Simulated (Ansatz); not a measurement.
## Lattice vibrations of SnSe2 at Γ at 11 GPa

Computed with DFT PBEsol, scalar-relativistic, plane waves, PAW (Ansatz). Plane waves to 420 eV; Γ-centred k mesh 12×12×8; Fermi-Dirac smearing of 0.15 eV. No spin polarisation. Phonons by linear response, acoustic sum rule imposed.

The cell, relaxed at 11 GPa:
```xyz
3
Lattice="3.7215 0.0000 0.0000 -1.8607 3.2229 0.0000 0.0000 0.0000 5.2778" Properties=species:S:1:pos:R:3 pbc="T T T"
Sn    0.0000    0.0000    0.0000
Se    0.0000    2.1486    1.5886
Se    1.8607    1.0743    3.6892
```

In a metal, frequencies and elastic constants depend on the k mesh and the smearing, soft modes and shear constants most. Spin–orbit coupling is left out, which matters for heavy elements. A semilocal functional can close a gap that the real compound has.

Optical modes at Γ; i marks an imaginary frequency:
```csv
frequency (meV),degeneracy
20.1,2
20.3,2
21.7,1
30.1,1
```

All 6 optical modes at Γ are real: no displacement of atoms at fixed cell lowers the energy to second order. Strains and modes at other wave vectors aren't tested by this run.

Cost: 1 run of about 4 core-minutes, on Intel Xeon Platinum 8259CL (Skylake/Cascade Lake) (shared hosts).